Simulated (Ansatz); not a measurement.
**WS2, the end x = 0 of the monolayer 2H WS2-WSe2 line (75 atoms): support functions against a reference**

Aim: test how closely localised support functions follow the reference on WS2, the end x = 0 of the monolayer 2H WS2-WSe2 line (75 atoms), and at what cost. A setting counts as converged where the r.m.s. difference of forces stays under 1 % of the r.m.s. force.

Calculated with Ansatz 0.2.0; Kohn-Sham DFT, PBE, PAW (set soft_2), plane waves.

This is a report of a sequence of runs, with most program output left out.

## (1) The starting structure

The cell holds 75 atoms: 25 W and 50 S. Its edges and angles: a = 15.900 Å, b = 15.900 Å, c = 18.500 Å, α = 90.0°, β = 90.0°, γ = 120.0°. It derives from WS2 (monolayer 2H WS2-WSe2), repeated 5×5×1. Monolayer 2H WS2-WSe2: 75 atoms, 0 of 50 S sites given to Se at random, cell and internal coordinates interpolated linearly between the end members (Vegard's rule); not relaxed, displaced by a Gaussian of 0.02 Å. Lattice constants are starting values near those of PBE. Vacuum lies along c.

What the set-up can't give: The host structure and its lattice constant were typed by rule, without a check against the phase diagram. Beside vacuum, support functions can miss their usual error bounds without a warning. The Brillouin zone is sampled at Γ only, in a cell whose shortest periodic width is 14 Å. The levels lack spin–orbit coupling, which is large for the heavy elements here.

## (2) Plane-wave single point

The first run uses the default basis; a harder plane-wave run follows as the reference for the support functions.

File input.yaml:

```yaml
crystal:
  lattice:
    - [15.9, 0.0, 0.0]
    - [-7.95, 13.7698, 0.0]
    - [0.0, 0.0, 18.5]
  atoms:
    - { symbol: W, position: [0.0016, 0.99911, 0.49943] }
    - { symbol: S, position: [0.13261, 0.06792, 0.58238] }
    - { symbol: S, position: [0.13498, 0.06556, 0.41548] }
    - { symbol: W, position: [0.00075, 0.20212, 0.49777] }
    - { symbol: S, position: [0.13265, 0.26611, 0.58609] }
    - { symbol: S, position: [0.13182, 0.26642, 0.41419] }
    - { symbol: W, position: [0.00048, 0.40085, 0.49881] }
    - { symbol: S, position: [0.13543, 0.46798, 0.58541] }
[... 63 atom lines left out ...]
    - { symbol: S, position: [0.9317, 0.66487, 0.41608] }
    - { symbol: W, position: [0.80047, 0.79937, 0.50152] }
    - { symbol: S, position: [0.93467, 0.86902, 0.58541] }
    - { symbol: S, position: [0.93537, 0.86683, 0.41382] }
kpoints:
  mp_grid: { grid: [1, 1, 1] }
hamiltonian:
  xc: pbe
scf:
  occupations: { method: fermi_dirac, width: 0.025 }
output:
  forces: true
  populations: true
  dos:
    method: { smearing: { sigma: 0.1 } }
    de: 0.1
    projected: { site_lists: { S: [S], W: [W] } }
  eigenvalues: true
  write_density: true
  write_potential: true
  volumetric_format: npy
  elf: true
```

Started as:

```
ansatz run input.yaml --threads 8 --pin off --max-ram 15872MiB --backend cpu --events-out ev --progress --plain --runs-dir out
```

Run time: 41 s. Hardware: 8 threads of Arm Neoverse V1, shared host; peak memory 4.6 GiB.

Numbers from this run:

```yaml
free_energy: -304785.2169 eV
free_energy_per_atom: -4063.8029 eV/atom
scf_cycles: 12
r_m_s_force_component: 0.4025 eV/Å
longest_force: 1.477 eV/Å
fermi_energy: 0.8087 eV
spacing_of_highest_filled_and_lowest_empty_level: 2.111 eV
potential_in_mid_vacuum_over_the_fermi_level: 4.711 eV
potential_4p5_a_over_the_upper_face: 4.712 eV
potential_4p5_a_under_the_lower_face: 4.711 eV
spilling_of_the_projection: 0.009183
```

The r.m.s. force component of 0.40 eV/Å sets the scale for the differences below.

## (3) Plane waves at 750 eV (750 eV)

The grid of the support functions holds more waves than the default cutoff, so they are judged against a harder plane-wave run.

input.yaml, the sections that differ from step 2:

```yaml
output:
  forces: true
  eigenvalues: true
basis:
  ecutwfc: "750 eV"
# crystal, kpoints, hamiltonian, scf: as in step 2
```

The job ended after 64 s (8 threads; peak memory 10 GiB; 8.3 min of CPU time).

Forces differ from the reference by 0.44 meV/Å r.m.s., 0.11 % of their size, well within a tolerance of 1 %; the energy by -0.70 meV/atom. It took 64 s and 12 cycles; the reference's time can't be set against it, since the two runs asked for unlike analyses.

## (4) Support functions medium

The cell is solved in localised support functions. Besides, the program derives a nominal cutoff of 420 eV for this run, against the reference's 750.

This step: Kohn-Sham DFT, PBE, PAW (set soft_2), localised support functions (medium) (Ansatz 0.2.0).

input.yaml, the sections that differ from step 3:

```yaml
scf:
  occupations: { method: fermi_dirac, width: 0.025 }
  eigensolver: { kind: { support_functions: { accuracy: medium } } }
  mixing: { beta: 0.4 }
  max_iter: 150
# crystal, kpoints, hamiltonian, output: as in step 3
# basis: removed
```

Wall time 1.9 min (8 threads); peak memory 5.9 GiB; 15 min of CPU time.

The program notes that the band table was not solved further than the SCF left it and it switched symmetry off.

Keys that differ from the reference: basis.ecutwfc removed, support_functions.accuracy = "medium", scf.max_iter = 150 and scf.mixing.beta = 0.4.

Forces differ from the reference by 0.13 meV/Å r.m.s., 0.033 % of their size, well within a tolerance of 1 %; the energy by +0.17 meV/atom. It took 1.7 times the reference's time (shared host, so rough). The two runs also began from different starting densities, which bears on cycles and time.

## (5) Support functions low

With localised support functions most steps grow linearly with size, though the diagonalisation grows faster unless the density matrix is cut; this run measures error and cost at this size. Besides, the program derives a nominal cutoff of 420 eV for this run, against the reference's 750.

This step: Kohn-Sham DFT, PBE, PAW (set soft_2), localised support functions (low) (Ansatz 0.2.0).

input.yaml, the sections that differ from step 4:

```yaml
scf:
  occupations: { method: fermi_dirac, width: 0.025 }
  eigensolver: { kind: { support_functions: { accuracy: low } } }
  mixing: { beta: 0.4 }
  max_iter: 150
# crystal, kpoints, hamiltonian, output: as in step 4
```

Run time: 98 s. Hardware: 8 threads; peak memory 5.6 GiB.

Keys that differ from the reference: basis.ecutwfc removed, support_functions.accuracy = "low", scf.max_iter = 150 and scf.mixing.beta = 0.4.

Forces differ from the reference by 0.14 meV/Å r.m.s., 0.036 % of their size, well within a tolerance of 1 %; the energy by +0.17 meV/atom. It took 1.5 times the reference's time (shared host, so rough). The two runs also began from different starting densities, which bears on cycles and time.

## (6) Support functions high

This step: Kohn-Sham DFT, PBE, PAW (set soft_2), localised support functions (high) (Ansatz 0.2.0).

input.yaml, the sections that differ from step 5:

```yaml
scf:
  occupations: { method: fermi_dirac, width: 0.025 }
  eigensolver: { kind: { support_functions: { accuracy: high } } }
  mixing: { beta: 0.4 }
  max_iter: 150
# crystal, kpoints, hamiltonian, output: as in step 5
```

The job ended after 5.5 min (8 threads; peak memory 9.6 GiB; 43 min of CPU time).

Keys that differ from the reference: basis.ecutwfc removed, support_functions.accuracy = "high", scf.max_iter = 150 and scf.mixing.beta = 0.4.

Forces differ from the reference by 0.036 meV/Å r.m.s., 0.009 % of their size, well within a tolerance of 1 %; the energy by +0.057 meV/atom. It took 5.1 times the reference's time (shared host, so rough). The two runs also began from different starting densities, which bears on cycles and time.

## (7) Support functions medium, radius 4.07 Å

The radius confines each support function; a larger one gives more freedom and more work per atom. Besides, the program derives a nominal cutoff of 420 eV for this run, against the reference's 750.

This step: Kohn-Sham DFT, PBE, PAW (set soft_2), localised support functions (medium) (Ansatz 0.2.0).

input.yaml, the sections that differ from step 6:

```yaml
scf:
  occupations: { method: fermi_dirac, width: 0.025 }
  eigensolver: { kind: { support_functions: { accuracy: medium, radius: 4.07 } } }
  mixing: { beta: 0.4 }
  max_iter: 150
# crystal, kpoints, hamiltonian, output: as in step 6
```

Run time: 1.8 min. Hardware: 8 threads; peak memory 5.8 GiB.

Keys that differ from the reference: basis.ecutwfc removed, support_functions.accuracy = "medium", support_functions.radius = 4.07, scf.max_iter = 150 and scf.mixing.beta = 0.4.

Forces differ from the reference by 0.17 meV/Å r.m.s., 0.041 % of their size, well within a tolerance of 1 %; the energy by +0.17 meV/atom. It took 1.7 times the reference's time (shared host, so rough). The two runs also began from different starting densities, which bears on cycles and time.

## (8) Support functions medium, radius 4.4 Å

input.yaml, the sections that differ from step 7:

```yaml
scf:
  occupations: { method: fermi_dirac, width: 0.025 }
  eigensolver: { kind: { support_functions: { accuracy: medium, radius: 4.4 } } }
  mixing: { beta: 0.4 }
  max_iter: 150
# crystal, kpoints, hamiltonian, output: as in step 7
```

The job ended after 2 min (8 threads; peak memory 6 GiB; 16 min of CPU time).

Keys that differ from the reference: basis.ecutwfc removed, support_functions.accuracy = "medium", support_functions.radius = 4.4, scf.max_iter = 150 and scf.mixing.beta = 0.4.

Forces differ from the reference by 0.11 meV/Å r.m.s., 0.026 % of their size, well within a tolerance of 1 %; the energy by +0.17 meV/atom. It took 1.9 times the reference's time (shared host, so rough). The two runs also began from different starting densities, which bears on cycles and time.

## (9) Support functions medium, radius 4.7 Å

input.yaml, the sections that differ from step 8:

```yaml
scf:
  occupations: { method: fermi_dirac, width: 0.025 }
  eigensolver: { kind: { support_functions: { accuracy: medium, radius: 4.7 } } }
  mixing: { beta: 0.4 }
  max_iter: 150
# crystal, kpoints, hamiltonian, output: as in step 8
```

It took 2.3 min on 8 threads; peak memory 6.4 GiB; 18 min of CPU time.

Keys that differ from the reference: basis.ecutwfc removed, support_functions.accuracy = "medium", support_functions.radius = 4.7, scf.max_iter = 150 and scf.mixing.beta = 0.4.

Forces differ from the reference by 0.099 meV/Å r.m.s., 0.025 % of their size, well within a tolerance of 1 %; the energy by +0.17 meV/atom. It took 2.2 times the reference's time (shared host, so rough). The two runs also began from different starting densities, which bears on cycles and time.

## (10) Support functions medium, radius 5.03 Å

input.yaml, the sections that differ from step 9:

```yaml
scf:
  occupations: { method: fermi_dirac, width: 0.025 }
  eigensolver: { kind: { support_functions: { accuracy: medium, radius: 5.03 } } }
  mixing: { beta: 0.4 }
  max_iter: 150
# crystal, kpoints, hamiltonian, output: as in step 9
```

Wall time 2.7 min (8 threads); peak memory 6.8 GiB; 21 min of CPU time.

Keys that differ from the reference: basis.ecutwfc removed, support_functions.accuracy = "medium", support_functions.radius = 5.03, scf.max_iter = 150 and scf.mixing.beta = 0.4.

Forces differ from the reference by 0.13 meV/Å r.m.s., 0.033 % of their size, well within a tolerance of 1 %; the energy by +0.17 meV/atom. It took 2.6 times the reference's time (shared host, so rough). The two runs also began from different starting densities, which bears on cycles and time.

## (11) Support functions medium, radius 5.66 Å

input.yaml, the sections that differ from step 10:

```yaml
scf:
  occupations: { method: fermi_dirac, width: 0.025 }
  eigensolver: { kind: { support_functions: { accuracy: medium, radius: 5.66 } } }
  mixing: { beta: 0.4 }
  max_iter: 150
# crystal, kpoints, hamiltonian, output: as in step 10
```

Run time: 3.8 min. Hardware: 8 threads; peak memory 8 GiB.

Keys that differ from the reference: basis.ecutwfc removed, support_functions.accuracy = "medium", support_functions.radius = 5.66, scf.max_iter = 150 and scf.mixing.beta = 0.4.

Forces differ from the reference by 0.16 meV/Å r.m.s., 0.040 % of their size, well within a tolerance of 1 %; the energy by +0.17 meV/atom. It took 3.6 times the reference's time (shared host, so rough). The two runs also began from different starting densities, which bears on cycles and time.

## (12) Support functions medium, radius 6.29 Å

input.yaml, the sections that differ from step 11:

```yaml
scf:
  occupations: { method: fermi_dirac, width: 0.025 }
  eigensolver: { kind: { support_functions: { accuracy: medium, radius: 6.29 } } }
  mixing: { beta: 0.4 }
  max_iter: 150
# crystal, kpoints, hamiltonian, output: as in step 11
```

Elapsed: 5.5 min, on 8 threads; peak memory 9.5 GiB; 44 min of CPU time.

Keys that differ from the reference: basis.ecutwfc removed, support_functions.accuracy = "medium", support_functions.radius = 6.29, scf.max_iter = 150 and scf.mixing.beta = 0.4.

Forces differ from the reference by 0.16 meV/Å r.m.s., 0.041 % of their size, well within a tolerance of 1 %; the energy by +0.17 meV/atom. It took 5.2 times the reference's time (shared host, so rough). The two runs also began from different starting densities, which bears on cycles and time.

## (13) What each setting buys

Differences are against the plane-wave reference (Kohn-Sham DFT, PBE, PAW (set soft_2), plane waves), whose r.m.s. force component is 0.402 eV/Å. Energies are set beside the reference only for runs with its functional, potentials and electron count. Times are for 8 threads of Arm Neoverse V1, shared host. The reference's time includes the DOS, ELF and grids, which some other runs skip.

```tsv
run	Δ force, r.m.s. (meV/Å)	share of r.m.s. force (%)	Δ energy (meV/atom)	Δ gap (eV)	cycles	time	host memory (GiB)
reference	-	-	-	-	12	41 s	4.6
plane waves at 750 eV (750 eV)	0.436	0.108	-0.699	0	12	64 s	10
```

## (14) What each setting buys

Each row is set against the run with plane waves at 750 eV (Kohn-Sham DFT, PBE, PAW (set soft_2), plane waves; r.m.s. force component 0.402 eV/Å). Energies are set beside the reference only for runs with its functional, potentials and electron count. Times are for 8 threads of Arm Neoverse V1, shared host.

```tsv
run	Δ force, r.m.s. (meV/Å)	share of r.m.s. force (%)	Δ energy (meV/atom)	Δ gap (eV)	cycles	time	host memory (GiB)
reference	-	-	-	-	12	64 s	10
support functions medium	0.133	0.033	0.167	-1.0e-4	13	1.9 min	5.9
support functions low	0.143	0.0356	0.168	-1.0e-4	12	98 s	5.6
support functions high	0.036	0.009	0.0567	0	17	5.5 min	9.6
support functions medium, radius 4.07 Å	0.166	0.0413	0.172	-1.0e-4	13	1.8 min	5.8
support functions medium, radius 4.4 Å	0.107	0.0265	0.167	-1.0e-4	13	2 min	6.0
support functions medium, radius 4.7 Å	0.099	0.0247	0.167	0	13	2.3 min	6.4
support functions medium, radius 5.03 Å	0.133	0.033	0.166	0	13	2.7 min	6.8
support functions medium, radius 5.66 Å	0.16	0.0399	0.165	0	13	3.8 min	8.0
support functions medium, radius 6.29 Å	0.163	0.0405	0.165	0	14	5.5 min	9.5
```

(Part 1 of 2 ends here.)

[Logs are printed without paths, hosts, clocks, repeated set-up lines and the standing remarks that a program may print on its own settings, such as how far it seeks lower states.]

[Hosts, paths, dates, database ids (printed as entryN), source tags and the programs' standing remarks are cut or masked in the printed files.]
